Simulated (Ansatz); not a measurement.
AlAs (started from an entry of an open crystallographic database) (r2SCAN geometry), in Ansatz:

Space group F-43m (No. 216). a = 5.678 Å, b = 5.678 Å, c = 5.678 Å, α = 90.00°, β = 90.00°, γ = 90.00°
```
atom  site  symmetry       x       y       z
  Al    4a      -43m  0.0000  0.0000  0.0000
  As    4d      -43m  0.2500  0.2500  0.7500
```

G0W0@PBE with 172 empty bands, a screening cutoff of 140 eV and a 4×4×4 mesh (PAW, contour deformation) gives 2.069 eV over the mesh points, from a PBE gap of 1.436 eV; it sums over 181 bands with 169 plane waves in the screening and a wave cutoff of 420 eV. The G0W0 figures hold for the stated bands, cutoff and mesh and aren't extrapolated. The values are computed, spin-unpolarised, and not measurements.

(1) Estimate the gap with potentials of the kind norm-conserving, with them a wave cutoff of 1143 eV.

(2) Estimate the gap with frequency model Godby-Needs pole.

(3) Another run gave a Kohn-Sham gap of 1.436 eV and a G0W0 gap of 1.915 eV, summing over 83 bands with 65 plane waves in the screening and a wave cutoff of 420 eV. What was changed?

(4) Another run gave a Kohn-Sham gap of 1.328 eV and a G0W0 gap of 1.990 eV, summing over 181 bands with 169 plane waves in the screening and a wave cutoff of 420 eV. What was changed?

Results:

(1) 2.063 eV (-0.006 eV), from a Kohn-Sham gap of 1.434 eV.

(2) 2.020 eV (-0.049 eV), from a Kohn-Sham gap of 1.436 eV.

(3) Empty bands 74, screening cutoff 80 eV. The counts of bands and plane waves show that both rose or fell; the cutoff follows only within a few eV.

(4) Starting point LDA. The Kohn-Sham gap has moved while bands and screening basis stay.

Spin-orbit coupling is left out.
